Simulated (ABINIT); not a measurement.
## SiC (Moissanite): G0W0 in ABINIT against the wavefunction cutoff in GW

Wanted: the cheapest wavefunction cutoff in GW that holds the gap of SiC (Moissanite).

Main program and level: ABINIT 10.8.3; PBE and many-body steps on it, plane waves.

Report form: the programs' logs are mostly left out.

## Step 1: The structure

Symmetry: P6_3mc, No. 186, hexagonal system. The conventional cell has a = 3.076 Å, b = 3.076 Å, c = 5.048 Å, α = 90.00°, β = 90.00°, γ = 120.00°. Nearest to Si lie 4 C at 1.87 to 1.94 Å. Nearest to C lie 4 Si at 1.87 to 1.94 Å. Farther neighbours are not listed.

The cell and positions come from the Crystallography Open Database and are kept as given unless a step says otherwise.

## Step 2: Screening, 6×6×4 mesh, 75 bands, screening to 163.3 eV

This step: ABINIT 10.8.3; RPA screening on PBE, plane waves, norm-conserving pseudopotentials.

The RPA dielectric matrix is built and inverted for each q.

Contents of run.abi:

```
acell 3*1.0 Angstrom
rprim 
  3.075999999976 0.000000000005 0.000000000000
  -1.537999999993 2.663894142018 0.000000000000
  0.000000000000 0.000000000000 5.048000000000
ntypat 2
znucl 14 6
natom 4
typat 1 1 2 2
xred 
  0.333333333333 0.666666666667 0.000000000000
  0.666666666667 0.333333333333 0.500000000000
  0.333333333333 0.666666666667 0.385000000000
  0.666666666667 0.333333333333 0.885000000000
pp_dirpath "pseudos"
pseudos "Si.upf, C.upf"
ecut 37
ngkpt 6 6 4
nshiftk 1
shiftk 0 0 0
kptopt 1
chksymbreak 0
istwfk *1
occopt 1
irdwfk 1
optdriver 3
nband 75
ecuteps 6
inclvkb 2
awtr 1
symchi 1
ecutwfn 11.1
indata_prefix "in"
outdata_prefix "out"
tmpdata_prefix "tmp"
```

On the command line:

```console
$ OMP_NUM_THREADS=1 mpirun -n 4 abinit run.abi > log
```

Run time: 55 s. Hardware: 4 MPI ranks of Arm Neoverse V1, shared host; peak memory 0.58 GiB; 3.6 min of CPU time.

Numbers from this step:

```yaml
eps_infinity_with_local_fields_on_this_mesh_along_the_program_s_q_direction: 6.912
the_same_without_local_fields: 7.571
plasma_frequency: 23.08 eV
plane_waves_in_the_screening_matrix: 197
```

Local fields lower ε∞ by 9 %.

## Step 3: 11.1 Ha

This step: G0W0 on PBE, plane waves, norm-conserving pseudopotentials.

run.abi, as its differences from that of step 2:

```diff
@@ -25,8 +25,19 @@
 irdwfk 1
-optdriver 3
+optdriver 4
 nband 75
+gwcalctyp 0
+ecutsigx 11.1
+symsigma 1
+nkptgw 3
+kptgw 
+  0.0000000000 0.0000000000 0.0000000000
+  0.3333333333 0.3333333333 0.0000000000
+  0.5000000000 0.0000000000 0.0000000000
+bdgw 
+  6 10
+  7 10
+  7 10
 ecuteps 6
-inclvkb 2
-awtr 1
-symchi 1
+irdscr 1
+ppmodel 1
 ecutwfn 11.1
```

Wall time 16 s (4 MPI ranks); peak memory 0.69 GiB.

This step gave:

```
G0W0 gap on the points computed              : 2.809 eV
starting gap on the mesh                     : 2.329 eV
k of the valence top                         : 0, 0, 0
k of the conduction bottom                   : 0.3333, 0.3333, 0
Z at the valence top                         : 0.797
Z at the conduction bottom                   : 0.826
least direct G0W0 gap on the computed points : 4.859 eV
```

## Step 4: Screening, 6×6×4 mesh, 75 bands, screening to 163.3 eV

This step: RPA screening on PBE, plane waves, norm-conserving pseudopotentials.

run.abi, as its differences from that of step 3:

```diff
@@ -25,20 +25,9 @@
 irdwfk 1
-optdriver 4
+optdriver 3
 nband 75
-gwcalctyp 0
-ecutsigx 11.1
-symsigma 1
-nkptgw 3
-kptgw 
-  0.0000000000 0.0000000000 0.0000000000
-  0.3333333333 0.3333333333 0.0000000000
-  0.5000000000 0.0000000000 0.0000000000
-bdgw 
-  6 10
-  7 10
-  7 10
 ecuteps 6
-irdscr 1
-ppmodel 1
-ecutwfn 11.1
+inclvkb 2
+awtr 1
+symchi 1
+ecutwfn 18.5
 indata_prefix "in"
```

Wall time 42 s (4 MPI ranks); peak memory 0.52 GiB; 2.8 min of CPU time.

Numbers from this step:

```yaml
eps_infinity_with_local_fields_on_this_mesh_along_the_program_s_q_direction: 6.853
the_same_without_local_fields: 7.508
plasma_frequency: 23.09 eV
plane_waves_in_the_screening_matrix: 197
```

## Step 5: 18.5 Ha

The self-energy is evaluated for the states that the input lists, and the levels follow from it, in one-shot runs by the linearised quasiparticle equation.

This step: G0W0 on PBE, plane waves, norm-conserving pseudopotentials.

run.abi, as its differences from that of step 4:

```diff
@@ -25,8 +25,19 @@
 irdwfk 1
-optdriver 3
+optdriver 4
 nband 75
+gwcalctyp 0
+ecutsigx 18.5
+symsigma 1
+nkptgw 3
+kptgw 
+  0.0000000000 0.0000000000 0.0000000000
+  0.3333333333 0.3333333333 0.0000000000
+  0.5000000000 0.0000000000 0.0000000000
+bdgw 
+  6 10
+  7 10
+  7 10
 ecuteps 6
-inclvkb 2
-awtr 1
-symchi 1
+irdscr 1
+ppmodel 1
 ecutwfn 18.5
```

It took 16 s on 4 MPI ranks; peak memory 0.63 GiB; 64 s of CPU time.

Numbers from this step:

| Item | Value |
| --- | --- |
| G0W0 gap on the points computed | 2.864 eV |
| starting gap on the mesh | 2.329 eV |
| k of the valence top | 0, 0, 0 |
| k of the conduction bottom | 0.3333, 0.3333, 0 |
| Z at the valence top | 0.796 |
| Z at the conduction bottom | 0.826 |
| least direct G0W0 gap on the computed points | 4.905 eV |

The gap on the mesh goes from 2.33 eV to 2.86 eV, a correction of +0.53 eV.

## Step 6: Screening, 6×6×4 mesh, 75 bands, screening to 163.3 eV

This step: RPA screening on PBE, plane waves, norm-conserving pseudopotentials.

run.abi, as its differences from that of step 5:

```diff
@@ -25,20 +25,9 @@
 irdwfk 1
-optdriver 4
+optdriver 3
 nband 75
-gwcalctyp 0
-ecutsigx 18.5
-symsigma 1
-nkptgw 3
-kptgw 
-  0.0000000000 0.0000000000 0.0000000000
-  0.3333333333 0.3333333333 0.0000000000
-  0.5000000000 0.0000000000 0.0000000000
-bdgw 
-  6 10
-  7 10
-  7 10
 ecuteps 6
-irdscr 1
-ppmodel 1
-ecutwfn 18.5
+inclvkb 2
+awtr 1
+symchi 1
+ecutwfn 27.8
 indata_prefix "in"
```

Run time: 63 s. Hardware: 4 MPI ranks; peak memory 0.73 GiB; 4.2 min of CPU time.

This step gave:

| Quantity | Value |
| --- | --- |
| ε∞ with local fields, on this mesh, along the program's q direction | 6.840 |
| the same without local fields | 7.494 |
| plasma frequency | 23.09 eV |
| plane waves in the screening matrix | 197 |

## Step 7: 27.8 Ha

This step: G0W0 on PBE, plane waves, norm-conserving pseudopotentials.

run.abi, as its differences from that of step 6:

```diff
@@ -25,8 +25,19 @@
 irdwfk 1
-optdriver 3
+optdriver 4
 nband 75
+gwcalctyp 0
+ecutsigx 27.8
+symsigma 1
+nkptgw 3
+kptgw 
+  0.0000000000 0.0000000000 0.0000000000
+  0.3333333333 0.3333333333 0.0000000000
+  0.5000000000 0.0000000000 0.0000000000
+bdgw 
+  6 10
+  7 10
+  7 10
 ecuteps 6
-inclvkb 2
-awtr 1
-symchi 1
+irdscr 1
+ppmodel 1
 ecutwfn 27.8
```

The job ended after 17 s (4 MPI ranks; peak memory 0.8 GiB; 66 s of CPU time).

Numbers from this step:

| Quantity | Value |
| --- | --- |
| G0W0 gap on the points computed | 2.877 eV |
| starting gap on the mesh | 2.329 eV |
| k of the valence top | 0, 0, 0 |
| k of the conduction bottom | 0.3333, 0.3333, 0 |
| least direct G0W0 gap on the computed points | 4.917 eV |

Against the run before, the gap moves by +0.013 eV.

## Step 8: Screening, 6×6×4 mesh, 75 bands, screening to 163.3 eV

This step: RPA screening on PBE, plane waves, norm-conserving pseudopotentials.

run.abi, as its differences from that of step 7:

```diff
@@ -25,20 +25,8 @@
 irdwfk 1
-optdriver 4
+optdriver 3
 nband 75
-gwcalctyp 0
-ecutsigx 27.8
-symsigma 1
-nkptgw 3
-kptgw 
-  0.0000000000 0.0000000000 0.0000000000
-  0.3333333333 0.3333333333 0.0000000000
-  0.5000000000 0.0000000000 0.0000000000
-bdgw 
-  6 10
-  7 10
-  7 10
 ecuteps 6
-irdscr 1
-ppmodel 1
-ecutwfn 27.8
+inclvkb 2
+awtr 1
+symchi 1
 indata_prefix "in"
```

Wall time 68 s (4 MPI ranks); peak memory 0.92 GiB.

Numbers from this step:

```yaml
eps_infinity_with_local_fields_on_this_mesh_along_the_program_s_q_direction: 6.838
the_same_without_local_fields: 7.492
plasma_frequency: 23.09 eV
plane_waves_in_the_screening_matrix: 197
```

## Step 9: 37 Ha

This step: G0W0 on PBE, plane waves, norm-conserving pseudopotentials.

run.abi, as its differences from that of step 8:

```diff
@@ -25,8 +25,19 @@
 irdwfk 1
-optdriver 3
+optdriver 4
 nband 75
+gwcalctyp 0
+ecutsigx 37
+symsigma 1
+nkptgw 3
+kptgw 
+  0.0000000000 0.0000000000 0.0000000000
+  0.3333333333 0.3333333333 0.0000000000
+  0.5000000000 0.0000000000 0.0000000000
+bdgw 
+  6 10
+  7 10
+  7 10
 ecuteps 6
-inclvkb 2
-awtr 1
-symchi 1
+irdscr 1
+ppmodel 1
 indata_prefix "in"
```

Elapsed: 17 s, on 4 MPI ranks; peak memory 0.95 GiB.

This step gave:

* G0W0 gap on the points computed: 2.879 eV
* starting gap on the mesh: 2.329 eV
* k of the valence top: 0, 0, 0
* k of the conduction bottom: 0.3333, 0.3333, 0
* least direct G0W0 gap on the computed points: 4.919 eV

Against the run before, the gap moves by +0.002 eV.

## Step 10: The runs together

Times are wall times on 4 MPI ranks of Arm Neoverse V1, shared host, good to a factor of about two. A run's time includes the screening step that it read.

```
    run   mesh  bands  screening cutoff (eV)  DFT gap (eV)  gap on the mesh (eV)  direct (eV)  ε∞ used  time
11.1 Ha  6×6×4     75                  163.3         2.329                 2.809        4.859     6.91  71 s
18.5 Ha  6×6×4     75                  163.3         2.329                 2.864        4.905     6.85  58 s
27.8 Ha  6×6×4     75                  163.3         2.329                 2.877        4.917     6.84  79 s
  37 Ha  6×6×4     75                  163.3         2.329                 2.879        4.919     6.84  85 s
```

## Step 11: Results

```
11.1 Ha      : 2.809 eV
18.5 Ha      : 2.864 eV
27.8 Ha      : 2.877 eV
37 Ha        : 2.879 eV
known limits : not at the basis limit
```

In words: The setting moved: wavefunction cutoff in GW. From 11.1 Ha to 37 Ha the gap moves by +0.07 eV. It holds to 0.03 eV from 18.5 Ha on. Bands and screening cutoff are coupled, so a series along one setting does not show full convergence. The exchange cutoff follows the wavefunction cutoff here. Bands and cutoff are finite, so the gap is not at the basis limit. The miss can reach some tenths of an eV and take either sign; the mesh is an error of its own. In the G0W0 runs levels were corrected at 3 k points alone, so a gap called «on the mesh» is the least over those, and an edge elsewhere would be missed.

[Paths, hosts, dates, memory and timing lines, banners, echoed tables and standing remarks are left out of the program output.]

[Logs are printed without paths, hosts, clocks, repeated set-up lines and the standing remarks that a program may print on its own settings, such as how far it seeks lower states.]

[Runs of the session that timed out or met a known fault of the program may be left out.]

[Hosts, paths, dates, database ids (printed as entryN), source tags and the programs' standing remarks are cut or masked in the printed files.]

[G0W0 gaps are taken among the corrected bands and points alone; a level outside them can change the order at an edge.]

[Where Ansatz stands beside ABINIT at settings called matched, ABINIT's density can come from a denser mesh and the files from another edition; pairs whose starting gaps differed by over 0.03 eV were left out, so agreement reads better than it is.]
